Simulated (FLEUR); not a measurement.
# Si (Fd-3m) in FLEUR: a series of runs

Runs on Si. Level: PBEsol. Tasks: single point.

All numbers are computed with FLEUR MaX-R8.1 (later development tree); they aren't measurements. Logs are shortened: lines on timing, memory, paths and dates and some standing lists are left out, and cuts for length are marked.

### 1 The structure

The structure is cubic, space group Fd-3m (No. 227). Conventional cell: a = 5.444 Å, b = 5.444 Å, c = 5.444 Å, α = 90.00°, β = 90.00°, γ = 90.00°. Si (site symmetry -43m) is surrounded by 4 Si at 2.36 Å.

### 2 Single point, PBEsol

File inp.xml:

```xml
<?xml version="1.0" encoding="UTF-8" standalone="no"?>
<fleurInput fleurInputVersion="0.39">
   <comment>
      Si                                                                                                  
   </comment>
   <calculationSetup>
      <cutoffs Kmax="4.9" Gmax="15.2" GmaxXC="15.2" numbands="0"/>
      <scfLoop itmax="60" minDistance="0.00001" maxIterBroyd="15" imix="Anderson" alpha="0.05" precondParam="0.0" spinf="2.0" sdNocoIR="T"/>
      <coreElectrons ctail="T" frcor="F" kcrel="0" coretail_lmax="0"/>
      <xcFunctional name="PBEs" relativisticCorrections="F"/>
      <magnetism jspins="1"/>
      <soc l_soc="F" theta="0.0" phi="0.0" spav="F"/>
      <expertModes spex="0" secvar="F"/>
      <geometryOptimization l_f="T" forcealpha="1.0" forcemix="BFGS" epsdisp="0.0005" epsforce="0.0002"/>
      <ldaU l_linMix="F" mixParam="0.05" spinf="1.0"/>
   </calculationSetup>
   <cell>
      <bzIntegration valenceElectrons="24.0" mode="hist" fermiSmearingEnergy="0.00183747">
         <kPointListSelection listName="default-1"/>
         <!-- k-points included here -->
         <xi:include xmlns:xi="http://www.w3.org/2001/XInclude" href="kpts.xml"> </xi:include>
      </bzIntegration>
      <!-- symmetry operations included here -->
      <xi:include xmlns:xi="http://www.w3.org/2001/XInclude" href="sym.xml"> </xi:include>
      <bulkLattice scale="1.0">
         <bravaisMatrix>
            <row-1>    0.0000000000000000     5.1435532944025564     5.1435532944025564</row-1>
            <row-2>    5.1435532944025564     0.0000000000000000     5.1435532944025564</row-2>
            <row-3>    5.1435532944025564     5.1435532944025564     0.0000000000000000</row-3>
         </bravaisMatrix>
      </bulkLattice>
   </cell>
   <atomSpecies>
      <species name="Silicon (Si)" element="Si" atomicNumber="14">
         <mtSphere radius="2.0" gridPoints="681" logIncrement="0.017"/>
         <atomicCutoffs lmax="8" lnonsphr="8"/>
         <electronConfig flipSpins="F">
            <coreConfig>(1s1/2)</coreConfig>
            <valenceConfig>(2s1/2) (2p1/2) (2p3/2) (3s1/2) (3p1/2) (3p3/2)</valenceConfig>
            <stateOccupation state="(3p1/2)" spinUp="0.333333" spinDown="0.333333"/>
            <stateOccupation state="(3p3/2)" spinUp="0.666667" spinDown="0.666667"/>
         </electronConfig>
         <energyParameters s="3" p="3" d="3" f="4"/>
         <lo type="SCLO" l="0" n="2" eDeriv="0"/>
         <lo type="SCLO" l="1" n="2" eDeriv="0"/>
         <lo type="SCLO" l="2" n="3" eDeriv="2"/>
         <lo type="SCLO" l="3" n="4" eDeriv="2"/>
      </species>
   </atomSpecies>
   <atomGroups>
      <atomGroup species="Silicon (Si)">
         <relPos label="                   1">3.000/8.000 3.000/8.000 3.000/8.000</relPos>
         <relPos label="                   2">-3.000/8.000 -3.000/8.000 -3.000/8.000</relPos>
         <force calculate="T" relaxXYZ="TTT"/>
      </atomGroup>
   </atomGroups>
   <output dos="F" band="F" slice="F">
      <checks vchk="F" cdinf="F"/>
      <bandDOS minEnergy="-.5*Htr" maxEnergy="0.5*Htr" sigma="0.015" storeEVData="T"/>
      <vacuumDOS vacdos="F" integ="F" star="F" nstars="0" locx1="0.0" locy1="0.0" locx2="0.0" locy2="0.0" nstm="0" tworkf="0.0"/>
      <unfoldingBand unfoldBand="F" supercellX="1" supercellY="1" supercellZ="1"/>
      <plotting iplot="0" polar="F">
         <plot TwoD="T" vec1="  1.0  0.0  0.0" vec2="  0.0  1.0  0.0" vec3="  0.0  0.0  1.0" zero="  0.0  0.0  0.0" file="plot"/>
      </plotting>
      <chargeDensitySlicing numkpt="0" minEigenval="0.0" maxEigenval="0.0" nnne="0" pallst="F"/>
      <specialOutput eonly="F"/>
      <moessbauerParams electricFieldGradient="T" isomerShift="T" coreHyperfine="T" valenceHyperfine="T"/>
      <magneticCircularDichroism mcd="F" energyLo="-10.0" energyUp="0.0"/>
   </output>
  <!-- We include the file relax.xml here to enable relaxations (see documentation) -->
  <xi:include xmlns:xi="http://www.w3.org/2001/XInclude" href="relax.xml"> <xi:fallback/> </xi:include>
</fleurInput>
```

File crystal.txt:

```
Si
&input cartesian=F /
0.0000000000  2.7218511865  2.7218511865
2.7218511865  0.0000000000  2.7218511865
2.7218511865  2.7218511865  0.0000000000
1.8897261246
1.0 1.0 1.0

2
14 0.5000000000  0.5000000000  0.5000000000
14 0.7500000000  0.7500000000  0.7500000000

&kpt div1=8 div2=8 div3=8 gamma=T /
```

Potentials or basis: all-electron, FLAPW.

The run is started by

```bash
$ inpgen -f crystal.txt -profile fastHighL
$ # inp.xml edited to the form shown
$ fleur_MPI
```

Standard output:

```text
Welcome to FLEUR        (www.flapw.de)
      MaX-Release 8.1          (www.max-centre.eu)

 ========== k-point set info ==========
 Selected k-point list: default-1
 k-point list type: mesh
 8 x 8 x 8
 Number of k points: 29

 ------------Calculation Setup---------------------------
 Number of MPI-tasks      :            1
 Number of PE/node        :            1
 Number of OMP-threads    :            1
 Most efficient MPI parallelization for:
           1          29
 Additional eigenvalue parallelization possible
 Number of basis functions:          616
 Approximate size of matrices (H+S) per k-point:         0.006 GB
 --------------------------------------------------------
 Iteration:     1   Distance:       7.70479597 me/bohr^3
 Iteration:     2   Distance:       7.26913383 me/bohr^3
 Iteration:     3   Distance:       0.85270201 me/bohr^3
 Iteration:     4   Distance:       0.43046832 me/bohr^3
 Iteration:     5   Distance:       0.20922914 me/bohr^3
 Iteration:     6   Distance:       0.02098916 me/bohr^3
 Iteration:     7   Distance:       0.01370178 me/bohr^3
 Iteration:     8   Distance:       0.00091063 me/bohr^3
 Iteration:     9   Distance:       0.00207109 me/bohr^3
 Iteration:    10   Distance:       0.00008593 me/bohr^3
 Iteration:    11   Distance:       0.00001707 me/bohr^3
 Iteration:    12   Distance:       0.00000247 me/bohr^3

 ********************************************************************
 Run finished successfully
 Stop message:
   Structural relaxation: Done
 ********************************************************************
```

out.xml (last iteration):

```text
<iteration numberForCurrentRun="   13" overallNumber="   13">
         <energyParameters units="Htr">
            <atomicEP atomType="1" spin="1" branch="3s" branchLowest="-4.68" branchHighest="1.43" value="-0.1658880846"/>
            <atomicEP atomType="1" spin="1" branch="3p" branchLowest="-3.07" branchHighest="1.90" value="0.0067575871"/>
            <atomicEP atomType="1" spin="1" branch="3d" branchLowest="-9.99" branchHighest="2.22" value="0.1932543181"/>
            <atomicEP atomType="1" spin="1" branch="4f" branchLowest="-9.99" branchHighest="4.69" value="0.3591160454"/>
            <loAtomicEP atomType="1" spin="1" branch="2s" branchLowest="-65.06" branchHighest="-4.68" value="-4.6858243565"/>
            <loAtomicEP atomType="1" spin="1" branch="2p" branchLowest="-9.99" branchHighest="-3.07" value="-3.0790502954"/>
            <loAtomicEP atomType="1" spin="1" branch="3d" branchLowest="-9.99" branchHighest="2.22" value="0.1932542328"/>
            <loAtomicEP atomType="1" spin="1" branch="4f" branchLowest="-9.99" branchHighest="4.69" value="0.3591204283"/>
         </energyParameters>
         <eigenvalues>
            <eigenvaluesAt spin="1" ikpt="1" k_x="0.00000000" k_y="0.00000000" k_z="0.00000000">
                      -4.6859514973       -4.6856733736       -3.0792504372       -3.0792504372       -3.0792504372
                      -3.0786456256       -3.0786456256       -3.0786456256       -0.2218480271        0.2168864846
                       0.2168864846        0.2168864846        0.3094578610        0.3094578610        0.3094578610
                       0.3358267184        0.4994871643        0.4996579125        0.4996579125
            </eigenvaluesAt>
            <eigenvaluesAt spin="1" ikpt="2" k_x="0.00000000" k_y="0.00000000" k_z="0.12500000">
                      -4.6859436208       -4.6856812153       -3.0792573218       -3.0792573218       -3.0792422187
                      -3.0786540270       -3.0786385319       -3.0786385319       -0.2143668284        0.1577017655
                       0.2062214863        0.2062214863        0.3060835264        0.3250662428        0.3250662428
                       0.3860771118        0.4812428434        0.4812428434        0.5290197221
            </eigenvaluesAt>
            <eigenvaluesAt spin="1" ikpt="3" k_x="0.00000000" k_y="0.00000000" k_z="0.25000000">
                      -4.6859223486       -4.6857024681       -3.0792733277       -3.0792733277       -3.0792216221
                      -3.0786749423       -3.0786225643       -3.0786225643       -0.1925343007        0.0721582288
                       0.1889385574        0.1889385574        0.2881060927        0.3439564387        0.3439564387
                       0.4664597089        0.4792026582        0.4792026582        0.5391709984
            </eigenvaluesAt>
            <eigenvaluesAt spin="1" ikpt="4" k_x="0.00000000" k_y="0.00000000" k_z="0.37500000">
                      -4.6858958173       -4.6857290050       -3.0792892351       -3.0792892351       -3.0791993293
                      -3.0786980395       -3.0786071435       -3.0786071435       -0.1597330654       -0.0019715420
                       0.1769729685        0.1769729685        0.2745875079        0.3417399320        0.3417399320
                       0.4991013089        0.5299159830        0.5299159830        0.5665490984
            </eigenvaluesAt>
         </eigenvalues>
         <bandgap value="0.5225221625" units="eV"/>
         <sumValenceSingleParticleEnergies value="-55.4444883363" units="Htr"/>
         <FermiEnergy value="0.2257037693" units="Htr"/>
         <valenceDensity>
            <mtCharges spin="1">
               <mtCharge atomType="1" total="9.7641485" s="2.7554953" p="6.9436427" d="0.0605930" f="0.0035958"/>
            </mtCharges>
            <spinDependentCharge spin="1" total="24.0000000" interstitial="4.4717031" mtSpheres="19.5282969"/>
            <totalCharge value="24.0000000000"/>
         </valenceDensity>
         <coreStates atomType="     1" atomicNumber=" 14" spin="1" kinEnergy="    185.1595879350" eigValSum="   -130.1226599743" lostElectrons=" 0.000000">
            <state n="1" l="0" j="0.5" energy="-65.0613299872" weight="1.0000000000"/>
         </coreStates>
         <allElectronCharges>
            <spinDependentCharge spin="1" total="28.0000000" interstitial="4.4717031" mtSpheres="23.5282969"/>
            <totalCharge value="28.0000000001"/>
         </allElectronCharges>
         <moessbauerParams unitsHFF="kG" unitsIS="e/bohr^3" unitsEFG="Htr/bohr^2">
            <coreIsomerShift atomType="1" isTotal="1769.27881">
               <shell n="1" l="0" isomerShift="1769.27881"/>
            </coreIsomerShift>
            <isomerShift atomType="1" nucleusRadius="0.0000718" averageDensity="1902.00365"/>
            <electricFieldGradient atomType="1" VXX="0.00000" VYY="0.00000" VZZ="0.00000" asymParam="0.00000">
            </electricFieldGradient>
         </moessbauerParams>
         <totalEnergy                                    value="     -579.0197958943" units="Htr">
            <sumOfEigenvalues                            value="     -315.6898082850">
               <coreElectrons value="-260.2453199487"/>
               <valenceElectrons value="-55.4444883363"/>
            </sumOfEigenvalues>
            <densityCoulombPotentialIntegral value="-843.0625257926"/>
            <densityEffectivePotentialIntegral value="-896.1048104184"/>
            <chargeDenXCDenIntegral value="-40.6569927839"/>
            <FockExchangeEnergyValence value="0.0000000000"/>
            <FockExchangeEnergyCore value="0.0000000000"/>
            <atomTypeDependentContributions atomType="1">
               <electronNucleiInteractionDifferentMTs value="681.2374306314"/>
               <MadelungTerm value="-16.0091117161"/>
            </atomTypeDependentContributions>
            <tkbTimesEntropy value="0.0000022376"/>
            <freeEnergy value="-579.0197981319"/>
            <extrapolationTo0K value="-579.0197970131"/>
         </totalEnergy>
         <totalForcesOnRepresentativeAtoms units="Htr/bohr">
            <forceTotal atomType="1" x="3.857665" y="3.857665" z="3.857665" F_x="0.00000000" F_y="0.00000000" F_z="0.00000000"/>
         </totalForcesOnRepresentativeAtoms>
      </iteration>
```

Run time: 43 s. Hardware: 1 thread of Arm Neoverse V2, shared host; peak memory 0.06 GiB.

What came out:

```yaml
Free_energy: -15755.9314 eV
Band_gap_on_the_k_mesh: 0.52 eV, indirect (least direct gap 2.52 eV)
Valence_electrons_inside_the_program's_atomic_spheres: Si 9.76 (radii Si 2.0 bohr)
```

Core levels (eV from the Fermi level):
```csv
atom,levels
1 Si,1s1/2 -1776.6
2 Si,1s1/2 -1776.6
```

A k mesh can miss the band edges.

### 3 Single point, PBEsol (atoms moved at random, drawn with an rms of 0.05 Å)

Edit inp.xml of step 2 so:

```diff
@@ -34,3 +34,3 @@
       <species name="Silicon (Si)" element="Si" atomicNumber="14">
-         <mtSphere radius="2.0" gridPoints="681" logIncrement="0.017"/>
+         <mtSphere radius="2.0" gridPoints="671" logIncrement="0.017"/>
          <atomicCutoffs lmax="8" lnonsphr="8"/>
@@ -51,4 +51,4 @@
       <atomGroup species="Silicon (Si)">
-         <relPos label="                   1">3.000/8.000 3.000/8.000 3.000/8.000</relPos>
-         <relPos label="                   2">-3.000/8.000 -3.000/8.000 -3.000/8.000</relPos>
+         <relPos label="                   1">.3827170000 .3687245000 .3796545000</relPos>
+         <relPos label="                   2">-.3827170000 -.3687245000 -.3796545000</relPos>
          <force calculate="T" relaxXYZ="TTT"/>
```

Edit crystal.txt of step 2 so:

```diff
@@ -9,4 +9,4 @@
 2
-14 0.5000000000  0.5000000000  0.5000000000
-14 0.7500000000  0.7500000000  0.7500000000
+14 0.5093070000  0.4893590000  0.5031720000
+14 0.7438730000  0.7519100000  0.7438630000
```

Potentials or basis: all-electron, FLAPW.

The run is started by

```bash
$ inpgen -f crystal.txt -profile fastHighL
$ # inp.xml edited to the form shown
$ fleur_MPI
```

Standard output:

```text
Welcome to FLEUR        (www.flapw.de)
      MaX-Release 8.1          (www.max-centre.eu)

 ========== k-point set info ==========
 Selected k-point list: default-1
 k-point list type: mesh
 8 x 8 x 8
 Number of k points: 260

 ------------Calculation Setup---------------------------
 Number of MPI-tasks      :            1
 Number of PE/node        :            1
 Number of OMP-threads    :            1
 Most efficient MPI parallelization for:
           1           2           4           5          10          13          20          26          52          65         130         260
 Additional eigenvalue parallelization possible
 Number of basis functions:          616
 Approximate size of matrices (H+S) per k-point:         0.006 GB
 --------------------------------------------------------
 Iteration:     1   Distance:       7.74592948 me/bohr^3
 Iteration:     2   Distance:       7.30731584 me/bohr^3
 Iteration:     3   Distance:       0.86160206 me/bohr^3
 Iteration:     4   Distance:       0.48153220 me/bohr^3
 Iteration:     5   Distance:       0.21279426 me/bohr^3
 Iteration:     6   Distance:       0.02259566 me/bohr^3
 Iteration:     7   Distance:       0.01383097 me/bohr^3
 Iteration:     8   Distance:       0.00111157 me/bohr^3
 Iteration:     9   Distance:       0.00133617 me/bohr^3
 Iteration:    10   Distance:       0.00025960 me/bohr^3
 Iteration:    11   Distance:       0.00002444 me/bohr^3
 Iteration:    12   Distance:       0.00002038 me/bohr^3
 Iteration:    13   Distance:       0.00000111 me/bohr^3
 Reset of history

 ********************************************************************
 Run finished successfully
 Stop message:
   Structural relaxation: new displacements generated
 ********************************************************************
```

out.xml (last iteration):

```text
<iteration numberForCurrentRun="   14" overallNumber="   14">
         <energyParameters units="Htr">
            <atomicEP atomType="1" spin="1" branch="3s" branchLowest="-4.68" branchHighest="1.42" value="-0.1663084908"/>
            <atomicEP atomType="1" spin="1" branch="3p" branchLowest="-3.07" branchHighest="1.90" value="0.0063232606"/>
            <atomicEP atomType="1" spin="1" branch="3d" branchLowest="-9.99" branchHighest="2.22" value="0.1928121989"/>
            <atomicEP atomType="1" spin="1" branch="4f" branchLowest="-9.99" branchHighest="4.69" value="0.3586722775"/>
            <loAtomicEP atomType="1" spin="1" branch="2s" branchLowest="-65.06" branchHighest="-4.68" value="-4.6860413190"/>
            <loAtomicEP atomType="1" spin="1" branch="2p" branchLowest="-9.99" branchHighest="-3.07" value="-3.0792650676"/>
            <loAtomicEP atomType="1" spin="1" branch="3d" branchLowest="-9.99" branchHighest="2.22" value="0.1928121156"/>
            <loAtomicEP atomType="1" spin="1" branch="4f" branchLowest="-9.99" branchHighest="4.69" value="0.3586766635"/>
         </energyParameters>
         <eigenvalues>
            <eigenvaluesAt spin="1" ikpt="1" k_x="0.00000000" k_y="0.00000000" k_z="0.00000000">
[... 56 lines left out ...]
            <chargeDenXCDenIntegral value="-40.6571088189"/>
            <FockExchangeEnergyValence value="0.0000000000"/>
            <FockExchangeEnergyCore value="0.0000000000"/>
            <atomTypeDependentContributions atomType="1">
               <electronNucleiInteractionDifferentMTs value="681.2479033186"/>
               <MadelungTerm value="-15.9964963753"/>
            </atomTypeDependentContributions>
            <tkbTimesEntropy value="0.0000170145"/>
            <freeEnergy value="-579.0186753082"/>
            <extrapolationTo0K value="-579.0186668010"/>
         </totalEnergy>
         <totalForcesOnRepresentativeAtoms units="Htr/bohr">
            <forceTotal atomType="1" x="3.849327" y="3.921298" z="3.865079" F_x="0.00188295" F_y="-0.01704268" F_z="-0.00158561"/>
         </totalForcesOnRepresentativeAtoms>
      </iteration>
```

It took 6.8 min on 1 thread of Arm Neoverse V2, shared host; peak memory 0.11 GiB.

Results:

| Quantity | Value |
| --- | --- |
| Free energy | -15755.9008 eV |
| Largest force | 0.885 eV/Å |
| Band gap on the k mesh | 0.12 eV, indirect (least direct gap 1.99 eV) |
| Valence electrons inside the program's atomic spheres | Si 9.77 (radii Si 2.0 bohr) |

Forces in eV/Å, atoms in the order of the input:
```
Si   0.097 -0.876 -0.082
Si  -0.097  0.876  0.082
```

Core levels (eV from the Fermi level):
```
atom         levels
1 Si  1s1/2 -1776.7
2 Si  1s1/2 -1776.7
```

A k mesh can miss the band edges.
